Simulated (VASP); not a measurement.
# InP (F-43m) in VASP: settings compared, part 3 of 3

VASP 6.6.1.

### Step 5. Relaxation of cell and atoms, BLYP

This run uses another cell than the first one, of 25.17 Å³/atom, 0.898 times its volume.

INCAR reads:

```
SYSTEM = InP
PREC = Accurate ; ENCUT = 600
EDIFF = 1E-6 ; ISMEAR = -1
SIGMA = 0.05 ; LREAL = .FALSE.
LASPH = .TRUE. ; NELM = 60
ALGO = Normal ; ISIF = 3
LWAVE = .FALSE. ; LCHARG = .FALSE.
GGA = B5 ; ALDAX = 1.0
AGGAX = 1.0 ; AGGAC = 1.0
ALDAC = 0.0 ; IBRION = 2
NSW = 60 ; EDIFFG = -0.01
```

KPOINTS reads:

```
Automatic mesh
0
G
  8 8 8
  0 0 0
```

POSCAR reads:

```
InP
1.0
    0.0000000000      2.9305000000      2.9305000000
    2.9305000000      0.0000000000      2.9305000000
    2.9305000000      2.9305000000      0.0000000000
In P
1 1
Direct
    0.0000000000      0.0000000000      0.0000000000
    0.7500000000      0.7500000000      0.7500000000
```

Potentials or basis: VASP PAW PBE potentials, release 64 (In_d, P).

Run with:

```
$ cat potpaw_PBE.64/In_d/POTCAR potpaw_PBE.64/P/POTCAR > POTCAR
$ mpirun -np 1 vasp_std > vasp.out
```

OUTCAR:

```text
SYSTEM = InP
   PREC = Accurate
   ENCUT = 600
   EDIFF = 1E-6
   ISMEAR = -1
   LREAL = .FALSE.
   LASPH = .TRUE.
   NELM = 60
   ISIF = 3
   GGA = B5
   IBRION = 2
   NSW = 60
   EDIFFG = -0.01

 ion  position               nearest neighbor table
   1  0.000  0.000  0.000-   2 2.54   2 2.54   2 2.54   2 2.54
   2  0.750  0.750  0.750-   1 2.54   1 2.54   1 2.54   1 2.54

  LATTYP: Found a face centered cubic cell.
 ALAT       =     5.8610000000

  Lattice vectors:

 A1 = (   0.0000000000,   2.9305000000,   2.9305000000)
 A2 = (   2.9305000000,   0.0000000000,   2.9305000000)
 A3 = (   2.9305000000,   2.9305000000,   0.0000000000)

Analysis of symmetry for initial positions (statically):
=====================================================================
 Subroutine PRICEL returns:
 Original cell was already a primitive cell.

 Routine SETGRP: Setting up the symmetry group for a
 face centered cubic supercell.

 Subroutine GETGRP returns: Found 24 space group operations
 (whereof 24 operations were pure point group operations)
 out of a pool of 48 trial point group operations.

The static configuration has the point symmetry T_d .

Analysis of symmetry for dynamics (positions and initial velocities):
=====================================================================
 Subroutine PRICEL returns:
 Original cell was already a primitive cell.

 Routine SETGRP: Setting up the symmetry group for a
 face centered cubic supercell.

 Subroutine GETGRP returns: Found 24 space group operations
 (whereof 24 operations were pure point group operations)
 out of a pool of 48 trial point group operations.

The dynamic configuration has the point symmetry T_d .

 Subroutine INISYM returns: Found 24 space group operations
 (whereof 24 operations are pure point group operations),
 and found     1 'primitive' translations

----------------------------------------------------------------------------------------

                                     Primitive cell

  volume of cell :      50.3333

  direct lattice vectors                    reciprocal lattice vectors
     0.000000000  2.930500000  2.930500000    -0.170619348  0.170619348  0.170619348
     2.930500000  0.000000000  2.930500000     0.170619348 -0.170619348  0.170619348
     2.930500000  2.930500000  0.000000000     0.170619348  0.170619348 -0.170619348

  length of vectors
     4.144352845  4.144352845  4.144352845     0.295521380  0.295521380  0.295521380

  position of ions in fractional coordinates (direct lattice)
     0.000000000  0.000000000  0.000000000
     0.750000000  0.750000000  0.750000000

  ion indices of the primitive-cell ions
   primitive index   ion index
                 1           1
                 2           2

----------------------------------------------------------------------------------------

 KPOINTS: Automatic mesh

Automatic generation of k-mesh.
 Grid dimensions read from file:
 generate k-points for:    8    8    8

 Generating k-lattice:

  Cartesian coordinates                     Fractional coordinates (reciprocal lattice)
    -0.021327419  0.021327419  0.021327419     0.125000000  0.000000000  0.000000000
     0.021327419 -0.021327419  0.021327419     0.000000000  0.125000000  0.000000000
     0.021327419  0.021327419 -0.021327419     0.000000000  0.000000000  0.125000000

  Length of vectors
     0.036940172  0.036940172  0.036940172

  Shift w.r.t. Gamma in fractional coordinates (k-lattice)
     0.000000000  0.000000000  0.000000000

 Subroutine IBZKPT returns following result:
 ===========================================

 Found     29 irreducible k-points:

 Following reciprocal coordinates:
            Coordinates               Weight
  0.000000  0.000000  0.000000      1.000000
  0.125000  0.000000  0.000000      8.000000
  0.250000  0.000000  0.000000      8.000000
  0.375000  0.000000  0.000000      8.000000
  0.500000  0.000000  0.000000      4.000000
  0.125000  0.125000  0.000000      6.000000
[... 16 lines left out ...]
  0.500000  0.250000  0.125000     48.000000
 -0.375000  0.250000  0.125000     24.000000
 [... further k-points ...]
   k-points           NKPTS =     29   k-points in BZ     NKDIM =     29   number of bands    NBANDS=     13
   number of dos      NEDOS =    301   number of ions     NIONS =      2
   total plane-waves  NPLWV =  46656
   dimension x,y,z NGX =    36 NGY =   36 NGZ =   36
   dimension x,y,z NGXF=    72 NGYF=   72 NGZF=   72
   ions per type =               1   1
   NGX,Y,Z   is equivalent  to a cutoff of  14.44, 14.44, 14.44 a.u.
   NGXF,Y,Z  is equivalent  to a cutoff of  28.88, 28.88, 28.88 a.u.
 SYSTEM =  InP
   PREC   = accura    normal or accurate (medium, high low for compatibility)
   ISTART =      0    job   : 0-new  1-cont  2-samecut
   ICHARG =      2    charge: 1-file 2-atom 10-const
   ISPIN  =      1    spin polarized calculation?
   LNONCOLLINEAR =      F non collinear calculations
   LSORBIT =      F    spin-orbit coupling
   LASPH  =      T    aspherical Exc in radial PAW
   ENCUT  =  600.0 eV  44.10 Ry    6.64 a.u.   8.28  8.28  8.28*2*pi/ulx,y,z
   NELM   =     60;   NELMIN=  2; NELMDL= -5     # of ELM steps
   EDIFF  = 0.1E-05   stopping-criterion for ELM
   LREAL  =      F    real-space projection
   EDIFFG = -.1E-01   stopping-criterion for IOM
   NSW    =     60    number of steps for IOM
   IBRION =      2    ionic relax: 0-MD 1-quasi-New 2-CG
   NFREE  =      1    steps in history (QN), initial steepest desc. (CG)
   ISIF   =      3    stress and relaxation
   ISYM   =      2    0-nonsym 1-usesym 2-fastsym
   POTIM  = 0.5000    time-step for ionic-motion
   TEBEG  =    0.0;   TEEND  =   0.0 temperature during run
   PSTRESS=    0.0 pullay stress
   NELECT =      18.0000    total number of electrons
   NUPDOWN=      -1.0000    fix difference up-down
   EMIN   =  10.00;   EMAX   =-10.00  energy-range for DOS
   EFERMI =   0.00;   METHOD = LEGACY
   ISMEAR =    -1;   SIGMA  =   0.05  broadening in eV -4-tet -1-fermi 0-gaus
   EFERMI_NEDOS =   21; number of points for ismear=-14 and -15
   IALGO  =     38    algorithm
   IMIX   =      4    mixing-type and parameters
     AMIX     =   0.40;   BMIX     =  1.00
     AMIX_MAG =   1.60;   BMIX_MAG =  1.00
  volume/ion in A,a.u.               =      25.17       169.83
  Fermi-wavevector in a.u.,A,eV,Ry     =   1.162021  2.195901 18.371846  1.350293
  Thomas-Fermi vector in A             =   2.298587
   LORBIT       =      0    0 simple, 1 ext, 2 COOP (PROOUT), +10 PAW based schemes
   GGA     = B5    functional components
   LHFCALC =     F    Hartree Fock is set to
   AEXX    =    0.0000 exact exchange contribution
   IVDW    =     0    specifies the selected vdW correction
   LEPSILON=     F    determine dielectric tensor
   LRPA    =     F    only Hartree local field effects (RPA)
 conjugate gradient relaxation of ions
 non-spin polarized calculation
  energy-cutoff  :      600.00
  volume of cell :       50.33
 maximum number of plane-waves:      1700
 NGX is ok and might be reduce to    36
   NGX = 17   NGY = 17   NGZ = 17

--------------------------------------- Ionic step        1  -------------------------------------------

 number of electron      17.9999998 magnetization

 Free energy of the ion-electron system (eV)
  ---------------------------------------------------
  ext. energy  EPLUGINS =         0.00000000
  ---------------------------------------------------
  free energy    TOTEN  =        -7.05632493 eV

  energy without entropy =       -7.05631452  energy(sigma->0) =       -7.05631972

 E-fermi :   5.9625     XC(G=0):  -8.7162

 val. band max:        5.6174280754   @ k =   0.0000   0.0000   0.0000
 cond. band min:       6.2446968874   @ k =   0.0000   0.0000   0.0000
 fundamental gap:      0.6272688119
 Fermi energy:         5.9624954666

 k-point     1 :       0.0000    0.0000    0.0000
  band No.  band energies     occupation
      1      -8.6095      2.00000
      2      -8.6095      2.00000
      3      -8.6095      2.00000
      4      -8.4556      2.00000
      5      -8.4556      2.00000
      6      -5.8976      2.00000
      7       5.6174      1.99799
      8       5.6174      1.99799
      9       5.6174      1.99799
     10       6.2447      0.00705
     11       9.7319      0.00000
     12       9.7319      0.00000
     13       9.7319      0.00000
[... 437 lines left out ...]
  energy  without entropy=       -7.1492006955  energy(sigma->0) =       -7.14953389

--------------------------------------- Ionic step        3  -------------------------------------------

 number of electron      18.0000004 magnetization

 Free energy of the ion-electron system (eV)
  ---------------------------------------------------
  ext. energy  EPLUGINS =         0.00000000
  ---------------------------------------------------
  free energy    TOTEN  =        -7.16538996 eV

  energy without entropy =       -7.16476835  energy(sigma->0) =       -7.16507915

 E-fermi :   4.5821     XC(G=0):  -8.2745

 val. band max:        4.5297066209   @ k =   0.0000   0.0000   0.0000
 cond. band min:       5.6812103286   @ k =   0.1250   0.0000   0.0000
 fundamental gap:      1.1515037077
 Fermi energy:         4.5821184192

 k-point     1 :       0.0000    0.0000    0.0000
  band No.  band energies     occupation
      1      -9.5456      2.00000
      2      -9.5456      2.00000
      3      -9.5456      2.00000
      4      -9.4379      2.00000
      5      -9.4379      2.00000
      6      -6.3429      2.00000
      7       4.5057      1.64356
      8       4.5057      1.64356
      9       4.5057      1.64356
     10       4.5297      1.48087
     11       8.5888      0.00000
     12       8.5888      0.00000
     13       8.5888      0.00000
[... 397 lines left out ...]
  FREE ENERGIE OF THE ION-ELECTRON SYSTEM (eV)
  ---------------------------------------------------
  free  energy   TOTEN  =        -7.1653899573 eV

  energy  without entropy=       -7.1647683505  energy(sigma->0) =       -7.16507915

 reached required accuracy - stopping structural energy minimisation
```

CONTCAR:

```text
InP
   1.00000000000000
    -0.0000000000000000    3.0366426270172329    3.0366426270172329
     3.0366426270172329    0.0000000000000000    3.0366426270172329
     3.0366426270172329    3.0366426270172329   -0.0000000000000000
  In              P
     1     1
Direct
     0.0000000000000000    0.0000000000000000    0.0000000000000000
     0.7500000000000000    0.7500000000000000    0.7500000000000000

  0.00000000E+00  0.00000000E+00  0.00000000E+00
  0.00000000E+00  0.00000000E+00  0.00000000E+00
```

It took 81 s on 1 thread of Intel Xeon 6975P-C, shared host; peak memory 0.22 GiB.

What came out:

* Free energy: -7.1654 eV
* Relaxed volume: 28.00 Å³/atom
* Relaxed cell: a = 4.294 Å, b = 4.294 Å, c = 4.294 Å, α = 60.00°, β = 60.00°, γ = 60.00°
* Space group after relaxing (to 0.05 Å): F-43m (No. 216)
* Energy gained by relaxing: 54.5 meV/atom
* Ionic steps: 3
* Pressure after relaxing: 0.0 GPa

The path:
| step | energy change (eV) | largest force (eV/Å) | pressure (GPa) | volume (Å³) |
| --- | --- | --- | --- | --- |
| 1 | 0.0000 | 0.0000 | 6.80 | 50.33 |
| 2 | -0.0935 | 0.0000 | -1.96 | 58.52 |
| 3 | -0.1091 | 0.0000 | 0.03 | 56.00 |

Final structure:
```
In P
1.0
     0.00000    3.03664    3.03664
     3.03664    0.00000    3.03664
     3.03664    3.03664    0.00000
In P
1 1
Cartesian
  0.0000 0.0000 0.0000
  4.5550 4.5550 4.5550
```

Caveat: the PAW data sets were made with another functional, which shifts forces and pressure a little; spin-orbit coupling is left out, which moves the levels of the heavy elements; the volume moved by +11 % from the deposited cell, more than functionals usually miss.

### Step 6. Summary

```csv
task,level,cell,cutoff (eV),gap on the mesh (eV),pressure (GPa),relaxed volume (Å³/atom)
single point,BLYP,"a = 4.296 Å, angles 60.0°, 2 atoms",520,-,0.0,-
single point,r2SCAN+D3(BJ),"a = 4.158 Å, angles 60.0°, 2 atoms",520,1.11,-0.1,-
relaxation of cell and atoms,PBE+D3(BJ),"relaxed from a = 4.144 Å, angles 60.0°, 2 atoms",600,0.62,0.0,25.58
relaxation of cell and atoms,BLYP,"relaxed from a = 4.144 Å, angles 60.0°, 2 atoms",600,-,0.0,28.00
```

Alike in all rows: potentials or basis VASP PAW PBE potentials, release 64 (In_d, P); no spin polarisation; k mesh 8 × 8 × 8; smearing fermi-dirac 0.05 eV.

Caveats: spin-orbit coupling is left out, which moves the levels of the heavy elements; the PAW data sets were made with another functional, which shifts forces and pressure a little (some runs); the volume moved by +11 % from the deposited cell, more than functionals usually miss (some runs).

Total energies depend on the potentials used, so only differences within one code and one set of settings carry meaning.

### Step 7. Comparison with measurements

Step 3. Against the measured gap of InP, 1.4236 eV (direct; 1.6 K; a printed reference work, data compilation), the calculated 1.11 eV is off by -0.31 eV. Spin-orbit coupling on In is left out. The value is that of r2SCAN+D3(BJ), without temperature or zero-point motion.
